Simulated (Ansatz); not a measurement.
NiO, DFT, PBE, PAW with Ansatz's default frozen-core files, scalar-relativistic (Ansatz 0.2.0), run on 1 thread of Intel(R) Xeon(R) Platinum 8488C (Sapphire Rapids) on a shared host.

The cell is COD entry 4320487, as deposited and not checked against the literature; nothing was relaxed. The listed cell was then made from it by scaling, straining or moving an atom.

Command: `ansatz run input.yaml --threads 1 --pin off --max-ram 3072MiB --backend cpu --events-out ev --progress --plain --runs-dir out`

```yaml
crystal:
  lattice:
    - [0.0, 2.0494838, 2.09131]
    - [2.0494838, 0.0, 2.09131]
    - [2.0494838, 2.0494838, 0.0]
  atoms:
    - { symbol: Ni, position: [0.0, 0.0, 0.0], spin: 1.5 }
    - { symbol: O, position: [0.5, 0.5, 0.5] }
magnetization:
  spin_polarized: true
kpoints:
  mp_grid: { grid: [17, 17, 17] }
scf:
  occupations: { method: fermi_dirac, width: 0.03 }
hamiltonian:
  xc: pbe
  pseudopotentials: { kind: paw }
output:
  forces: true
  stress: true
  eigenvalues: true
  efg: { contact_densities: true }
  write_density: true
  write_potential: true
  elf: true
  volumetric_format: npy
```

**Question.** How large is the problem that the program sets up?

**Answer.** 405 irreducible k-points, 331 plane waves at Γ, 17 bands.

**Question.** About how long does it take, and how much memory does it use?

**Answer.** 24 s of wall time for 14 SCF iterations, with a peak of 0.56 GiB. Times on shared machines scatter by tens of per cent.

**Question.** And the same cell and mesh by crystal-made all-electron datasets, asked for forces, stress, eigenvalues, efg, on the same hardware?

**Answer.** 110 s, peak memory 1.5 GiB.
